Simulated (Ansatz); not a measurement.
## Mg: the change of pressure and energy less free atoms with volume scale

All results are calculated (Ansatz 0.2.0). Periodic Kohn-Sham DFT of a crystal at fixed atoms, scaled to volume_scale times the given cell; pressure positive in compression, energy less spherical unpolarised free atoms, largest_vzz the field gradient of largest size among the nuclei.

The cell before it is scaled or strained (space group I4/mmm, No. 139):
```
Mg
1.0
     -1.8360     1.8360     1.6794
      1.8360    -1.8360     1.6794
      1.8360     1.8360    -1.6794
Mg
1
Direct
  0.00000 0.00000 0.00000
```

Settings of every row: method all-electron LAPW; functional PBEsol; relativity scalar; k mesh 15x15x15; filling fermi-dirac; smearing width 0.05 eV; basis error target 1 meV/atom; nucleus gaussian.

Atom start moment: 0 on all atoms.

Limits: the cell comes from a prototype or a list of computed structures and needn't be the stable phase.

```
row  volume scale  V (Å³/atom)  pressure (GPa)  energy less free atoms (eV/atom)
  1          0.95       21.512           1.856                           -1.6788
  2         0.975       22.078           0.779                           -1.6834
  3             1       22.644          -0.172                           -1.6845
  4         1.025        23.21               ?                                 ?
  5          1.05       23.777           -1.75                           -1.6774
```

Question: what pressure and energy less free atoms should row 4 give?

Worked fit of pressure. Take u = (V_r/V)^(2/3) − 1 with V_r = 22.361 Å³ an atom, which is twice the finite (Eulerian) strain; such expansions in the strain, on which the Birch-Murnaghan equation of state is built, carry the rest volume and the bulk modulus. The shown rows have u = 0.02614, 0.00853, -0.00835, -0.04011. Least squares give pressure = 0.2887 + 56.353 × u + 137.81 × u² GPa; a straight line predicts inner rows, each left out in turn, worse (root mean square 0.095 against 0.00074 GPa). All shown rows lie on it to the printed digit. The pressure vanishes at u = -0.0052, or V = 22.54 Å³ an atom, and there the bulk modulus at fixed shape and fractions is B = −V dP/dV = (2/3)(1 + u) dP/du = 36.4 GPa. Letting shape and atoms relax would as a rule lower it, by much in layered, chain or molecular crystals. The withheld row has u = -0.02454, so the fit gives 0.2887 + 56.353 × (-0.02454) + 137.81 × (-0.02454)² = -1.011 GPa.

The calculation gave -1.01 GPa. The fit lies 0.001 GPa (0.028 % of the column's range) below it, one unit of the last digit.

Worked fit of energy less free atoms. Take u = (V_r/V)^(2/3) − 1 with V_r = 22.361 Å³ an atom, which is twice the finite (Eulerian) strain; such expansions in the strain, on which the Birch-Murnaghan equation of state is built, carry the rest volume and the bulk modulus. The shown rows have u = 0.02614, 0.00853, -0.00835, -0.04011. Least squares give energy less free atoms = −1.68438 + 0.0608 × u + 5.849 × u² eV/atom; a straight line predicts inner rows, each left out in turn, worse (root mean square 0.004 against 6.3e-05 eV/atom). All shown rows lie on it to the printed digit. Its lowest point lies at u = -0.0052, or V = 22.54 Å³ an atom, and the curvature there gives the bulk modulus at fixed shape and fractions, B = (4/9)(1 + u)² E″(u)/V = 36.6 GPa. Letting shape and atoms relax would as a rule lower it, by much in layered, chain or molecular crystals. The withheld row has u = -0.02454, so the fit gives −1.68438 + 0.0608 × (-0.02454) + 5.849 × (-0.02454)² = -1.6823 eV/atom.

The calculation gave -1.6823 eV/atom. The fit meets it to the printed digit.
